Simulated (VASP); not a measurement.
Crystal: GaAs.

```xyz
2
Lattice="0.0000 2.8268 2.8268 2.8268 0.0000 2.8268 2.8268 2.8268 0.0000" Properties=species:S:1:pos:R:3 pbc="T T T"
As    4.2403    4.2403    4.2403
Ga    0.0000    0.0000    0.0000
```

| Quantity | Value |
| --- | --- |
| Program | VASP 6.6.1 |
| Task | relaxation of cell and atoms |
| Functional | BLYP |
| Potentials or basis | VASP PAW PBE potentials, release 64 (As, Ga_d) |
| Cutoff | 600 eV |
| k mesh | 8 × 8 × 8 |
| Occupations | fermi-dirac, width 0.05 eV |
| Spin | no spin polarisation |

At the start: pressure 7.2 GPa; volume 22.59 Å³/atom.

Question: Where does the relaxation end?

Answer: Over 6 steps the energy falls by 54.0 meV/atom and the volume is 25.22 Å³/atom (+11.6 %); space group F-43m (No. 216, to 0.05 Å).

Step by step:
```tsv
step	energy change (eV)	largest force (eV/Å)	pressure (GPa)	volume (Å³)
1	0.0000	0.0000	7.18	45.18
2	-0.1007	0.0000	-1.28	52.13
3	-0.1081	0.0000	-0.09	50.54
4	-0.1080	0.0000	0.10	50.43
5	-0.1080	0.0000	0.10	50.43
6	-0.1080	0.0000	0.05	50.44
```

Final structure:
```xyz
2
Lattice="0.0000 2.9326 2.9326 2.9326 0.0000 2.9326 2.9326 2.9326 0.0000" Properties=species:S:1:pos:R:3 pbc="T T T"
As    4.3988    4.3988    4.3988
Ga    2.9325    2.9325    0.0000
```

Caveat: the PAW data sets were made with another functional, which shifts forces and pressure a little; the volume moved by +12 % from the deposited cell, more than functionals usually miss.
